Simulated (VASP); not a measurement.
**A VASP 6.6.1 single-point calculation on SrO**

INCAR

```
LWAVE = .FALSE.
LCHARG = .FALSE.
ISIF = 2
ALGO = Normal
ISMEAR = -5
SIGMA = 0.05
ENCUT = 520
EDIFF = 1E-7
NELM = 66
LASPH = .TRUE.
NSW = 0
MAGMOM = 3 3
PREC = Accurate
IBRION = -1
METAGGA = R2SCAN
ISPIN = 2
LREAL = .FALSE.
NBANDS = 15
```

KPOINTS

```
KPOINTS created by Atomic Simulation Environment
0
Gamma
8 8 8
0 0 0
```

POSCAR

```
Sr O
 1.0000000000000000
     0.0000000000000000    2.6830880188999999    2.6830880188999999
     2.6830880188999999    0.0000000000000000    2.6830880188999999
     2.6830880188999999    2.6830880188999999    0.0000000000000000
 Sr  O
   1   1
Cartesian
  0.0000000000000000  0.0000000000000000  0.0000000000000000
  2.6830880188999999  2.6830880188999999  2.6830880188999999
```

The recommended PBE PAW datasets give the neutral cell 16 valence electrons.

Command

```
mpirun -np 1 vasp_std
```

**Question.** How does this run end, and what does it give?

**Answer.** It converged. Results: pressure -8.2 GPa; magnetic moment of the cell 0.00 μB.

OSZICAR

```
N       E                     dE             d eps       ncg     rms          rms(c)
DAV:   1     0.545691905481E+02    0.54569E+02   -0.90766E+03  1740   0.106E+03
DAV:   2    -0.237027446466E+02   -0.78272E+02   -0.71940E+02  2378   0.219E+02
DAV:   3    -0.271883859959E+02   -0.34856E+01   -0.34597E+01  2439   0.411E+01
DAV:   4    -0.272593029469E+02   -0.70917E-01   -0.70907E-01  2021   0.578E+00
DAV:   5    -0.272611145056E+02   -0.18116E-02   -0.18115E-02  2182   0.707E-01    0.237E+01
DAV:   6    -0.262937921542E+02    0.96732E+00   -0.47212E+00  2405   0.148E+01    0.127E+01
DAV:   7    -0.268902564203E+02   -0.59646E+00   -0.55121E-01  1894   0.612E+00    0.803E+00
DAV:   8    -0.269299660653E+02   -0.39710E-01   -0.85486E-02  1936   0.252E+00    0.435E+00
DAV:   9    -0.269390964509E+02   -0.91304E-02   -0.50181E-02  2020   0.226E+00    0.135E+00
DAV:  10    -0.269427867239E+02   -0.36903E-02   -0.54257E-03  2055   0.628E-01    0.299E-01
DAV:  11    -0.269434853086E+02   -0.69858E-03   -0.13780E-03  1852   0.292E-01    0.121E-01
DAV:  12    -0.269436735041E+02   -0.18820E-03   -0.26637E-04  1740   0.151E-01    0.559E-02
DAV:  13    -0.269436771608E+02   -0.36567E-05   -0.53534E-05  1740   0.688E-02    0.294E-02
DAV:  14    -0.269436810432E+02   -0.38824E-05   -0.87640E-06  1992   0.265E-02    0.843E-03
DAV:  15    -0.269436804466E+02    0.59665E-06   -0.19175E-06  1832   0.116E-02    0.310E-03
DAV:  16    -0.269436803640E+02    0.82598E-07   -0.57509E-07  1831   0.692E-03
   1 F= -.26943680E+02 E0= -.26943680E+02  d E =0.000000E+00  mag=     0.0000
```

For comparison, a separate r²SCAN run of the intended cell, on usual settings and not on those above, gives a gap of 3.77 eV on its mesh and a pressure of -8.2 GPa.
